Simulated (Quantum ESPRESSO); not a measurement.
# NaCl (Fm-3m) in Quantum ESPRESSO: notebook

One crystal, NaCl, is run at these levels: PBEsol; tasks: dielectric tensor.

All numbers are computed with Quantum ESPRESSO 7.5; they aren't measurements. Logs are shortened: lines on timing, memory, paths and dates and some standing lists are left out, and cuts for length are marked.

**Measured values to compare with.**

From a printed reference work, textbook, for a bulk crystal of NaCl at 80 K: high-frequency dielectric constant 2.34.

How close the calculation comes is told below.

## Step 1: Starting point

The structure is cubic, space group Fm-3m (No. 225). Conventional cell: a = 5.588 Å, b = 5.588 Å, c = 5.588 Å, α = 90.00°, β = 90.00°, γ = 90.00°. Around Cl (site symmetry m-3m) lie 6 Na at 2.79 Å. Around Na (site symmetry m-3m) lie 6 Cl at 2.79 Å.

The cell is a database's computed one.

## Step 2: Dielectric tensor, PBEsol

The input, pw.in:

```
&CONTROL
  calculation = 'scf'
  prefix = 'pwscf'
  outdir = './tmp'
  pseudo_dir = './pseudo'
  tprnfor = .true.
  tstress = .true.
  disk_io = 'low'
/
&SYSTEM
  ibrav = 0
  nat = 2
  ntyp = 2
  ecutwfc = 45
  ecutrho = 360
  nbnd = 14
  occupations = 'smearing'
  smearing = 'fd'
  degauss = 0.00367493
/
&ELECTRONS
  conv_thr = 4d-10
  electron_maxstep = 120
  mixing_beta = 0.5
/
ATOMIC_SPECIES
Cl    35.4500 cl_pbesol_v1.4.uspp.F.UPF
Na    22.9898 na_pbesol_v1.5.uspp.F.UPF
CELL_PARAMETERS angstrom
   0.0000000000    2.7940632177    2.7940632177
   2.7940632177    0.0000000000    2.7940632177
   2.7940632177    2.7940632177    0.0000000000
ATOMIC_POSITIONS crystal
Cl     0.5000000000    0.5000000000    0.5000000000
Na     0.0000000000    0.0000000000    0.0000000000
K_POINTS automatic
2 2 2 1 1 1
```

The input, scf2.in:

```
&CONTROL
  calculation = 'scf'
  prefix = 'pwscf'
  outdir = './tmp'
  pseudo_dir = './pseudo'
  tprnfor = .true.
  tstress = .true.
  disk_io = 'low'
/
&SYSTEM
  ibrav = 0
  nat = 2
  ntyp = 2
  ecutwfc = 45
  ecutrho = 360
  nbnd = 14
  occupations = 'fixed'
/
&ELECTRONS
  conv_thr = 1d-13
  electron_maxstep = 120
  mixing_beta = 0.5
  startingpot = 'file'
  startingwfc = 'file'
/
ATOMIC_SPECIES
Cl    35.4500 cl_pbesol_v1.4.uspp.F.UPF
Na    22.9898 na_pbesol_v1.5.uspp.F.UPF
CELL_PARAMETERS angstrom
   0.0000000000    2.7940632177    2.7940632177
   2.7940632177    0.0000000000    2.7940632177
   2.7940632177    2.7940632177    0.0000000000
ATOMIC_POSITIONS crystal
Cl     0.5000000000    0.5000000000    0.5000000000
Na     0.0000000000    0.0000000000    0.0000000000
K_POINTS automatic
2 2 2 1 1 1
```

The input, ph.in:

```
dielectric of NaCl
&INPUTPH
  prefix = 'pwscf'
  outdir = './tmp'
  tr2_ph = 1d-18
  fildyn = 'dyn'
  niter_ph = 90
  alpha_mix(1) = 0.7
  epsil = .true.
  trans = .false.
  zeu = .true.
/
0.0000000000 0.0000000000 0.0000000000
```

Potentials or basis: GBRV 1.5 PBEsol.

Started as:

```
$ OMP_NUM_THREADS=1 pw.x -in pw.in > pw.out
$ OMP_NUM_THREADS=1 pw.x -in scf2.in > scf2.out
$ OMP_NUM_THREADS=1 ph.x -in ph.in > ph.out
```

pw.out:

```text
This program is part of the open-source Quantum ESPRESSO suite
     for quantum simulation of materials; please cite
[... 9 lines left out ...]
     --------------------
     sticks:   dense  smooth     PW     G-vecs:    dense   smooth      PW
     Sum        1393     685    199                34015    12039    1837

     Using Slab Decomposition

     bravais-lattice index     =            0
     lattice parameter (alat)  =       7.4671  a.u.
     unit-cell volume          =     294.3983 (a.u.)^3
     number of atoms/cell      =            2
     number of atomic types    =            2
     number of electrons       =        16.00
     number of Kohn-Sham states=           14
     kinetic-energy cutoff     =      45.0000  Ry
     charge density cutoff     =     360.0000  Ry
     scf convergence threshold =      4.0E-10
     mixing beta               =       0.5000
     number of iterations used =            8  plain     mixing
     Exchange-correlation= SLA  PW   PSX  PSC
                           (   1   4  10   8   0   0   0)

     celldm(1)=   7.467068  celldm(2)=   0.000000  celldm(3)=   0.000000
     celldm(4)=   0.000000  celldm(5)=   0.000000  celldm(6)=   0.000000

[... 8 lines left out ...]
               b(3) = (  0.707107  0.707107 -0.707107 )

     PseudoPot. # 1 for Cl read from file:
     cl_pbesol_v1.4.uspp.F.UPF
     Pseudo is Ultrasoft + core correction, Zval =  7.0
     Generated by new atomic code, or converted to UPF format
     Using radial grid of  909 points,  6 beta functions with:
                l(1) =   0
                l(2) =   0
                l(3) =   1
                l(4) =   1
                l(5) =   2
                l(6) =   2
     Q(r) pseudized with  8 coefficients,  rinner =    1.300   1.300   1.300
                                                       1.300   1.300

     PseudoPot. # 2 for Na read from file:
     na_pbesol_v1.5.uspp.F.UPF
     Pseudo is Ultrasoft, Zval =  9.0
     Generated by new atomic code, or converted to UPF format
     Using radial grid of  819 points,  5 beta functions with:
                l(1) =   0
                l(2) =   0
                l(3) =   1
                l(4) =   1
                l(5) =   2
     Q(r) pseudized with  8 coefficients,  rinner =    1.250   1.250   1.250
                                                       1.250   1.250

     atomic species   valence    mass     pseudopotential
     Cl                7.00    35.45000     Cl( 1.00)
     Na                9.00    22.98980     Na( 1.00)

     48 Sym. Ops., with inversion, found

   Cartesian axes

     site n.     atom                  positions (alat units)
         1        Cl     tau(   1) = (   0.7071068   0.7071068   0.7071068  )
         2        Na     tau(   2) = (   0.0000000   0.0000000   0.0000000  )

     number of k points=     2  Fermi-Dirac smearing, width (Ry)=  0.0037
                       cart. coord. in units 2pi/alat
        k(    1) = (   0.1767767   0.1767767   0.1767767), wk =   0.5000000
        k(    2) = (  -0.1767767  -0.1767767   0.5303301), wk =   1.5000000

     Dense  grid:    34015 G-vectors     FFT dimensions: (  45,  45,  45)

     Smooth grid:    12039 G-vectors     FFT dimensions: (  32,  32,  32)

     Initial potential from superposition of free atoms

     starting charge      15.9936, renormalised to      16.0000

     negative rho (up, down):  1.472E-02 0.000E+00
     Starting wfcs are    9 randomized atomic wfcs +    5 random wfcs

     Self-consistent Calculation

     iteration #  1     ecut=    45.00 Ry     beta= 0.50
     Davidson diagonalization with overlap
     ethr =  1.00E-02,  avg # of iterations =  8.0

     Threshold (ethr) on eigenvalues was too large:
     Diagonalizing with lowered threshold

     Davidson diagonalization with overlap
     ethr =  2.62E-04,  avg # of iterations =  5.0

     negative rho (up, down):  1.502E-02 0.000E+00

     total energy              =    -128.62459797 Ry
     estimated scf accuracy    <       0.04039848 Ry

     iteration #  2     ecut=    45.00 Ry     beta= 0.50
     Davidson diagonalization with overlap
     ethr =  2.52E-04,  avg # of iterations =  2.0

     negative rho (up, down):  1.472E-02 0.000E+00

     total energy              =    -128.63236848 Ry
     estimated scf accuracy    <       0.00196405 Ry

     iteration #  3     ecut=    45.00 Ry     beta= 0.50
     Davidson diagonalization with overlap
     ethr =  1.23E-05,  avg # of iterations =  2.0

     negative rho (up, down):  1.443E-02 0.000E+00

     total energy              =    -128.63258172 Ry
     estimated scf accuracy    <       0.00047551 Ry

     iteration #  4     ecut=    45.00 Ry     beta= 0.50
     Davidson diagonalization with overlap
     ethr =  2.97E-06,  avg # of iterations =  3.0

     negative rho (up, down):  1.444E-02 0.000E+00

     total energy              =    -128.63262092 Ry
     estimated scf accuracy    <       0.00000521 Ry

     iteration #  5     ecut=    45.00 Ry     beta= 0.50
     Davidson diagonalization with overlap
     ethr =  3.26E-08,  avg # of iterations =  4.0

     negative rho (up, down):  1.441E-02 0.000E+00

     total energy              =    -128.63262545 Ry
     estimated scf accuracy    <       0.00000048 Ry

     iteration #  6     ecut=    45.00 Ry     beta= 0.50
     Davidson diagonalization with overlap
     ethr =  2.97E-09,  avg # of iterations =  2.0

     negative rho (up, down):  1.441E-02 0.000E+00

     total energy              =    -128.63262579 Ry
     estimated scf accuracy    <       0.00000010 Ry

     iteration #  7     ecut=    45.00 Ry     beta= 0.50
     Davidson diagonalization with overlap
     ethr =  6.14E-10,  avg # of iterations =  2.0

     negative rho (up, down):  1.441E-02 0.000E+00

     total energy              =    -128.63262582 Ry
     estimated scf accuracy    <       0.00000003 Ry

     iteration #  8     ecut=    45.00 Ry     beta= 0.50
     Davidson diagonalization with overlap
     ethr =  1.75E-10,  avg # of iterations =  2.0

     negative rho (up, down):  1.441E-02 0.000E+00

     total energy              =    -128.63262584 Ry
     estimated scf accuracy    <          8.9E-10 Ry

     iteration #  9     ecut=    45.00 Ry     beta= 0.50
     Davidson diagonalization with overlap
     ethr =  5.54E-12,  avg # of iterations =  2.0

     negative rho (up, down):  1.441E-02 0.000E+00

     End of self-consistent calculation

          k = 0.1768 0.1768 0.1768 (  1489 PWs)   bands (ev):

   -47.4088 -19.5102 -19.4939 -19.4939 -11.3739  -0.0221   1.0052   1.0052
     7.6781  11.0344  12.3923  12.3923  14.2228  14.2228

          k =-0.1768-0.1768 0.5303 (  1498 PWs)   bands (ev):

   -47.4081 -19.5178 -19.5026 -19.4986 -11.1577  -0.5281   0.3279   0.6837
     9.2114  10.3682  11.2068  13.2705  15.1987  17.1150

     the Fermi energy is     5.3293 ev

!    total energy              =    -128.63262584 Ry
     estimated scf accuracy    <          2.1E-10 Ry
     smearing contrib. (-TS)   =       0.00000000 Ry
     internal energy E=F+TS    =    -128.63262584 Ry

     The total energy is F=E-TS. E is the sum of the following terms:
     one-electron contribution =     -80.56522476 Ry
     hartree contribution      =      44.93345729 Ry
     xc contribution           =     -23.55612040 Ry
     ewald contribution        =     -69.44473798 Ry

     convergence has been achieved in   9 iterations

     negative rho (up, down):  1.441E-02 0.000E+00

     Forces acting on atoms (cartesian axes, Ry/au):

     atom    1 type  1   force =     0.00000000    0.00000000   -0.00000000
     atom    2 type  2   force =     0.00000000   -0.00000000   -0.00000000

     Total force =     0.000000     Total SCF correction =     0.000000

     Computing stress (Cartesian axis) and pressure

     negative rho (up, down):  1.441E-02 0.000E+00
          total   stress  (Ry/bohr**3)                   (kbar)     P=        2.97
   0.00002019   0.00000000   0.00000000            2.97        0.00        0.00
   0.00000000   0.00002019   0.00000000            0.00        2.97        0.00
   0.00000000   0.00000000   0.00002019            0.00        0.00        2.97

=------------------------------------------------------------------------------=
   JOB DONE.
=------------------------------------------------------------------------------=
```

It took 18 s on 1 thread of Arm Neoverse V2, shared host; peak memory 0.15 GiB.

What came out:

```yaml
Free_energy: -1750.1360 eV
Pressure: 0.3 GPa
Electronic_dielectric_tensor_diagonal: 2.60
Born_charges_mean_of_the_diagonal: Cl -1.11; Na +1.09 e
```

Electronic dielectric tensor:
```
2.60 0.00 0.00
0.00 2.60 0.00
0.00 0.00 2.60
```

Born effective charge tensors (e):
atom 1, Cl
```
-1.11  0.00  0.00
 0.00 -1.11  0.00
 0.00  0.00 -1.11
```
atom 2, Na
```
1.09 0.00 0.00
0.00 1.09 0.00
0.00 0.00 1.09
```

Caveat: the k mesh is coarse (spacing up to 0.97 Å⁻¹), so the values aren't converged; the mesh is thin for the dielectric tensor, Born charges and intensities, which usually come out too large.

(Continued in part 2 of 2.)
